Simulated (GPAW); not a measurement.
# AlCo (Pm-3m) in GPAW: single point with SCAN

Aim: the single point of AlCo with SCAN.

Program: GPAW 26.7.0. These are calculated values, not measurements. Logs are shortened: lines on timing, memory, paths and dates and some standing lists are left out, and cuts for length are marked. The log counts tension as positive stress, the text compression.

### Step 1. Starting point

Symmetry: Pm-3m, No. 221, cubic system. Conventional cell: a = 2.819 Å, b = 2.819 Å, c = 2.819 Å, α = 90.00°, β = 90.00°, γ = 90.00°. Around Co (site symmetry m-3m) lie 8 Al at 2.44 Å. Around Al (site symmetry m-3m) lie 8 Co at 2.44 Å.

The cell is a database's computed one.

### Step 2. Single point, SCAN, collinear spin, ferromagnetic start

run.py

```python
from ase.dft.bandgap import bandgap
from ase.io import read, write
from ase.units import GPa
from gpaw import GPAW, PW

atoms = read('AlCo.xyz')
atoms.set_initial_magnetic_moments([3.0, 0.0])

calc = GPAW(mode=PW(450),
            xc='MGGA_X_SCAN+MGGA_C_SCAN',
            kpts={'size': (8, 8, 8), 'gamma': True},
            occupations={'name': 'fermi-dirac', 'width': 0.05},
            nbands=15,
            maxiter=120,
            txt='gpaw.txt')
atoms.calc = calc
energy = atoms.get_potential_energy()
forces = atoms.get_forces()
stress = atoms.get_stress()
calc.write('gs.gpw')
write('result.traj', atoms)
print(f'Energy: {energy:.6f} eV')
print('Forces (eV/A):')
print(forces.round(4))
print('Stress (GPa):', (stress / GPa).round(3))
print('Moments:', calc.get_magnetic_moments().round(3))
print('Fermi level:', round(calc.get_fermi_level(), 4), 'eV')
print(f'Gap: {bandgap(calc)[0]:.4f} eV, direct: {bandgap(calc, direct=True)[0]:.4f} eV')
```

AlCo.xyz

```xyz
2
Lattice="2.8194032100 0.0000000000 0.0000000000 0.0000000000 2.8194032100 0.0000000000 0.0000000000 0.0000000000 2.8194032100" Properties=species:S:1:pos:R:3 pbc="T T T"
Co     1.4097016050      1.4097016050      1.4097016050
Al     0.0000000000      0.0000000000      0.0000000000
```

Potentials or basis: GPAW PAW data sets (gpaw-data 1.2.1), pw.

Run with:

```
$ OMP_NUM_THREADS=1 python run.py
```

gpaw.txt:

```text
__  _  _
 | _ |_)|_||  |
 |__||  | ||/\| - 26.7.0

Input parameters:
  mode=PW(ecut=450.00000000000006),
  kpts=MonkhorstPack(size=(8, 8, 8), gamma=True),
  maxiter=120,
  nbands=15,
  occupations=Occupations(name='fermi-dirac', width=0.05),
  xc=XC(name='MGGA_X_SCAN+MGGA_C_SCAN')

Diagonalizing LCAO Hamiltonian
Converting LCAO to pw mode
   .------.
  /|      |
 * |  Co  |
 | .------.
 |/      /
 Al-----*

Atoms  # Å, Bohr magnetons
|   | symbol |        x |        y |        z |    initial magnetic moments |
|---|--------|----------|----------|----------|-----------------------------|
| 0 |     Co | 1.409702 | 1.409702 | 1.409702 | ( 0.0000,  0.0000,  3.0000) |
| 1 |     Al | 0.000000 | 0.000000 | 0.000000 | ( 0.0000,  0.0000,  0.0000) |

Unit cell  # Å
| periodic |        x |        y |        z |  lengths |    angles |
|----------|----------|----------|----------|----------|-----------|
|      yes | 2.819403 | 0.000000 | 0.000000 | 2.819403 | 90.000000 |
|      yes | 0.000000 | 2.819403 | 0.000000 | 2.819403 | 90.000000 |
|      yes | 0.000000 | 0.000000 | 2.819403 | 2.819403 | 90.000000 |

Number of symmetries: 48
Symmetry operations  # r_c * U_cc + t_c -> r_c
|    | kind |            matrix            |
|----|------|------------------------------|
|  0 |  E   |  1, 0, 0,  0, 1, 0,  0, 0, 1 |
|  1 |  σ   |  1, 0, 0,  0, 1, 0,  0, 0,-1 |
|  2 |  σ   |  1, 0, 0,  0, 0, 1,  0, 1, 0 |
|  3 |  C4  |  1, 0, 0,  0, 0, 1,  0,-1, 0 |
|  4 |  C4  |  1, 0, 0,  0, 0,-1,  0, 1, 0 |
|  5 |  σ   |  1, 0, 0,  0, 0,-1,  0,-1, 0 |
|  6 |  σ   |  1, 0, 0,  0,-1, 0,  0, 0, 1 |
|  7 |  C2  |  1, 0, 0,  0,-1, 0,  0, 0,-1 |
|  8 |  σ   |  0, 1, 0,  1, 0, 0,  0, 0, 1 |
|  9 |  C2  |  0, 1, 0,  1, 0, 0,  0, 0,-1 |
| 10 |  C3  |  0, 1, 0,  0, 0, 1,  1, 0, 0 |
| 11 |  S6  |  0, 1, 0,  0, 0, 1, -1, 0, 0 |
| 12 |  S6  |  0, 1, 0,  0, 0,-1,  1, 0, 0 |
| 13 |  C3  |  0, 1, 0,  0, 0,-1, -1, 0, 0 |
| 14 |  C4  |  0, 1, 0, -1, 0, 0,  0, 0, 1 |
| 15 |  S4  |  0, 1, 0, -1, 0, 0,  0, 0,-1 |
| 16 |  C3  |  0, 0, 1,  1, 0, 0,  0, 1, 0 |
| 17 |  S6  |  0, 0, 1,  1, 0, 0,  0,-1, 0 |
| 18 |  σ   |  0, 0, 1,  0, 1, 0,  1, 0, 0 |
| 19 |  C4  |  0, 0, 1,  0, 1, 0, -1, 0, 0 |
| 20 |  C2  |  0, 0, 1,  0,-1, 0,  1, 0, 0 |
| 21 |  S4  |  0, 0, 1,  0,-1, 0, -1, 0, 0 |
| 22 |  S6  |  0, 0, 1, -1, 0, 0,  0, 1, 0 |
| 23 |  C3  |  0, 0, 1, -1, 0, 0,  0,-1, 0 |
| 24 |  S6  |  0, 0,-1,  1, 0, 0,  0, 1, 0 |
| 25 |  C3  |  0, 0,-1,  1, 0, 0,  0,-1, 0 |
| 26 |  C4  |  0, 0,-1,  0, 1, 0,  1, 0, 0 |
| 27 |  σ   |  0, 0,-1,  0, 1, 0, -1, 0, 0 |
| 28 |  S4  |  0, 0,-1,  0,-1, 0,  1, 0, 0 |
| 29 |  C2  |  0, 0,-1,  0,-1, 0, -1, 0, 0 |
| 30 |  C3  |  0, 0,-1, -1, 0, 0,  0, 1, 0 |
| 31 |  S6  |  0, 0,-1, -1, 0, 0,  0,-1, 0 |
| 32 |  C4  |  0,-1, 0,  1, 0, 0,  0, 0, 1 |
| 33 |  S4  |  0,-1, 0,  1, 0, 0,  0, 0,-1 |
| 34 |  S6  |  0,-1, 0,  0, 0, 1,  1, 0, 0 |
| 35 |  C3  |  0,-1, 0,  0, 0, 1, -1, 0, 0 |
| 36 |  C3  |  0,-1, 0,  0, 0,-1,  1, 0, 0 |
| 37 |  S6  |  0,-1, 0,  0, 0,-1, -1, 0, 0 |
| 38 |  σ   |  0,-1, 0, -1, 0, 0,  0, 0, 1 |
| 39 |  C2  |  0,-1, 0, -1, 0, 0,  0, 0,-1 |
| 40 |  σ   | -1, 0, 0,  0, 1, 0,  0, 0, 1 |
| 41 |  C2  | -1, 0, 0,  0, 1, 0,  0, 0,-1 |
| 42 |  C2  | -1, 0, 0,  0, 0, 1,  0, 1, 0 |
| 43 |  S4  | -1, 0, 0,  0, 0, 1,  0,-1, 0 |
| 44 |  S4  | -1, 0, 0,  0, 0,-1,  0, 1, 0 |
| 45 |  C2  | -1, 0, 0,  0, 0,-1,  0,-1, 0 |
| 46 |  C2  | -1, 0, 0,  0,-1, 0,  0, 0, 1 |
| 47 |  i   | -1, 0, 0,  0,-1, 0,  0, 0,-1 |

BZ-sampling:
  Number of BZ points: 512
  Number of IBZ points: 35

  Monkhorst-Pack size: [8, 8, 8]
  Monkhorst-Pack shift: [0.0625, 0.0625, 0.0625]

K-points  # in reciprocal-cell coordinates
|     |                                coordinates |     weight |
|-----|--------------------------------------------|------------|
|   0 | (  0.00000000,   0.00000000,   0.00000000) | 0.00195312 |
|   1 | (  0.12500000,   0.00000000,   0.00000000) | 0.01171875 |
|   2 | (  0.12500000,   0.12500000,   0.00000000) | 0.02343750 |
|   3 | (  0.12500000,   0.12500000,   0.12500000) | 0.01562500 |
|   4 | (  0.25000000,   0.00000000,   0.00000000) | 0.01171875 |
|   5 | (  0.25000000,   0.12500000,   0.00000000) | 0.04687500 |
|   6 | (  0.25000000,   0.12500000,   0.12500000) | 0.04687500 |
|   7 | (  0.25000000,   0.25000000,   0.00000000) | 0.02343750 |
|   8 | (  0.25000000,   0.25000000,   0.12500000) | 0.04687500 |
|   9 | (  0.25000000,   0.25000000,   0.25000000) | 0.01562500 |
| ... |                                            |            |
|  34 | (  0.50000000,   0.50000000,   0.50000000) | 0.00195312 |

Plane wave coefficients: 500
Cutoff: 450.00000000000006 eV

Spin-components: 2 (collinear spins)
Bands:           15
Projectors:      11
Spin-degeneracy: 1
Datatype:        complex128

Parallelization:
  kpt:    1
  domain: 1
  band:   1

Density:
  Valence electrons: 12.0
  Components: 2
  Grid points: [14 14 14]
  Charge: 0.0  # |e|

Potential:
  Grid points: [14 14 14]

species:
  Co:
    name:    Cobalt
    Z:       27.0
    valence: 9
    core:    18
    charge:  0.0  # [|e|]
    compensation charges:
      type: gauss
      rc: 0.32  # [Å]
      lmax: 2
    cutoffs:
      filter: 1.87  # [Å]
      core: 2.55  # [Å]
    projectors
    | kind |    occ | energy [eV] | rcut [Å] |
    |------|--------|-------------|----------|
    |   4s |  2.000 |      -5.469 |    1.005 |
    |   4p |  0.000 |      -1.277 |    1.058 |
    |   3d |  7.000 |      -8.205 |    1.005 |
    |    s |        |      21.742 |    1.005 |
    |    p |        |      25.934 |    1.058 |
    |    d |        |      19.007 |    1.005 |

    Using partial waves for Co as LCAO basis

  Al:
    name:    Aluminium
    Z:       13.0
    valence: 3
    core:    10
    charge:  0.0  # [|e|]
    compensation charges:
      type: gauss
      rc: 0.34  # [Å]
      lmax: 2
    cutoffs:
      filter: 1.91  # [Å]
      core: 2.36  # [Å]
    projectors
    | kind |    occ | energy [eV] | rcut [Å] |
    |------|--------|-------------|----------|
    |   3s |  2.000 |      -7.753 |    1.085 |
    |   3p |  1.000 |      -2.712 |    1.085 |
    |    s |        |      19.459 |    1.085 |
    |    p |        |      24.499 |    1.085 |
    |    d |        |       0.000 |    1.085 |

    Using partial waves for Al as LCAO basis

Reference energy: -44506.133171  # eV

eigensolver:
  PPCG
  Converge bands: occupied
  niter=2

density mixing:
  MSR1-Mixer
  Pratt-step length: 0.05
  Maximum mixing coefficient: 0.75
  Old densities: 10
  SVD Regularization: 0.005
  Good broyden scale: 1.0
  Trust region scale: 1.0
  Backstep threshold: 4.0
  History deletion threshold: 6.0
  Fourier metric: weight=20.0, sigma=0.015

occupation numbers:
  Fermi-Dirac:
    width: 0.0500  # eV

poisson solver:
  ecut: 3600.0000000000005  # eV

xc functional:
  name: MGGA_X_SCAN+MGGA_C_SCAN with 2 nearest neighbor stencil

convergence criteria:
- Maximum [total energy] change in last 3 cyles: 0.0005 eV / valence electron
- Maximum integral of absolute [dens]ity change: 0.0001 electrons / valence electron
- Maximum integral of absolute [eigenst]ate change: 4e-08 eV^2 / valence electron
maximum number of iterations: 120

SCF iterations
|iter     | |      energy | eigst |  dens |  magmom |
|---------|-|-------------|-------|-------|---------|
|iter:   1| |  -24.693669 | +0.55 |       |  +3.0100|
|iter:   2| |  -25.338165 | -1.23 | -0.73 |  +2.9268|
|iter:   3| |  -26.150011 | -1.20 | -0.75 |  +1.7352|
|iter:   4| |  -26.193523 | -1.09 | -0.74 |  +1.3066|
|iter:   5| |  -26.150421 | -1.16 | -0.93 |  +0.6993|
|iter:   6| |  -26.178651 | -1.71 | -1.06 |  +0.0702|
|iter:   7| |  -26.422706 | -1.65 | -1.14 |  +0.1512|
|iter:   8| |  -26.443399 | -2.33 | -1.60 |  +0.2043|
|iter:   9| |  -26.457135 | -3.30 | -1.86 |  +0.1039|
|iter:  10| |  -26.466612 | -2.97 | -2.03 |  +0.1126|
|iter:  11| |  -26.469561 | -3.56 | -2.36 |  +0.1687|
|iter:  12| |  -26.470264c| -3.99 | -2.47 |  +0.1366|
|iter:  13| |  -26.470352c| -4.52 | -2.78 |  +0.1399|
|iter:  14| |  -26.470345c| -4.83 | -3.26 |  +0.1393|
|iter:  15| |  -26.470349c| -6.21 | -3.68 |  +0.1405|
|iter:  16| |  -26.470348c| -6.42 | -4.29c|  +0.1408|
|iter:  17| |  -26.470349c| -6.99 | -4.37c|  +0.1409|
|iter:  18| |  -26.470350c| -7.75c| -5.33c|  +0.1409|

Converged in 18 steps
Energy contributions relative to reference atoms: (reference = -44506.133171)

Energy contributions:
  Kinetic:          17.540573
  Coulomb:         -12.185345
  Zero:              0.224519
  External:          0.000000
  Xc:              -32.046675
  Entropy:          -0.006842
  Spinorbit:         0.000000
  ----------------------------
  Free energy:     -26.473770
  Extrapolated:    -26.470350

dipole moment: (-4.801200, -4.801200, -4.801200)  # |e|*Ang

Total magnetic moment: (0.000000, 0.000000, 0.140902)

Local magnetic moments
|        x |        y |         z |
|----------|----------|-----------|
| 0.000000 | 0.000000 |  0.193573 |  # Co   0
| 0.000000 | 0.000000 | -0.014933 |  # Al   1

Fermi level: 10.386
Eigenvalues  # (at kpt = [0.000, 0.000, 0.000])
| band index |      eig [eV] | occ [0-1] |      eig [eV] | occ [0-1] |
|------------|---------------|-----------|---------------|-----------|
|          0 |        -1.375 |     1.000 |        -1.336 |     1.000 |
|          1 |         7.082 |     1.000 |         7.518 |     1.000 |
|          2 |         7.082 |     1.000 |         7.518 |     1.000 |
|          3 |         9.222 |     1.000 |         9.273 |     1.000 |
|          4 |         9.222 |     1.000 |         9.273 |     1.000 |
|          5 |         9.222 |     1.000 |         9.273 |     1.000 |
|          6 |        16.662 |     0.000 |        16.587 |     0.000 |
|          7 |        16.662 |     0.000 |        16.587 |     0.000 |
|          8 |        16.662 |     0.000 |        16.587 |     0.000 |
|          9 |        19.723 |     0.000 |        19.856 |     0.000 |
|         10 |        19.723 |     0.000 |        19.856 |     0.000 |
|         11 |        26.840 |     0.000 |        26.758 |     0.000 |
|         12 |        33.279 |     0.000 |        33.160 |     0.000 |
|         13 |        33.279 |     0.000 |        33.160 |     0.000 |
|         14 |        33.279 |     0.000 |        33.160 |     0.000 |

No gap
No difference between direct/indirect transitions

Forces  # eV/Ang
|       x |        y |       z |
|---------|----------|---------|
| 0.00000 |  0.00000 | 0.00000 |  # Co   0
| 0.00000 | -0.00000 | 0.00000 |  # Al   1

Stress tensor  # eV/Ang^3
|        x |        y |        z |
|----------|----------|----------|
| 0.031437 | 0.000000 | 0.000000 |
| 0.000000 | 0.031437 | 0.000000 |
| 0.000000 | 0.000000 | 0.031437 |

# Writing to gs.gpw (mode='')
```

Run time: 47 s. Hardware: 1 thread of Arm Neoverse V1, shared host; peak memory 0.23 GiB.

What came out:

```
Free energy            : -26.4738 eV
Pressure               : -5.0 GPa
Band gap on the k mesh : none (metal or under the smearing width)
Net moment             : 0.14 μB per cell
Site moments           : Co +0.19; Al -0.01 μB
```

Levels at points of the mesh, in eV from the Fermi level:
Spin up:
| k point | band 3 | band 4 | band 5 | band 6 | band 7 | band 8 | band 9 | band 10 |
| --- | --- | --- | --- | --- | --- | --- | --- | --- |
| (0.00, 0.00, 0.00) | -3.30 | -1.16 | -1.16 | -1.16 | 6.28 | 6.28 | 6.28 | 9.34 |
| (0.50, 0.00, 0.00) | -2.69 | -2.10 | -2.10 | -1.04 | 0.08 | 8.99 | 11.05 | 11.05 |
| (0.50, 0.50, 0.00) | -2.88 | -2.88 | -1.89 | -1.89 | -0.37 | 2.41 | 3.80 | 13.74 |
| (0.50, 0.50, 0.50) | -4.37 | -0.33 | -0.33 | 2.31 | 2.31 | 2.31 | 4.79 | 5.75 |
Spin down:
```tsv
k point	band 3	band 4	band 5	band 6	band 7	band 8	band 9	band 10
(0.00, 0.00, 0.00)	-2.87	-1.11	-1.11	-1.11	6.20	6.20	6.20	9.47
(0.50, 0.00, 0.00)	-2.19	-2.06	-2.06	-0.99	0.62	8.89	10.97	10.97
(0.50, 0.50, 0.00)	-2.87	-2.87	-1.84	-1.84	0.22	2.67	3.80	13.61
(0.50, 0.50, 0.50)	-4.36	0.27	0.27	2.35	2.35	2.35	4.67	5.75
```

Caveat: the cutoff is short for stress and forces, so pressures can be off by a GPa or more; the PAW data sets were made with another functional, which shifts forces and pressure a little.
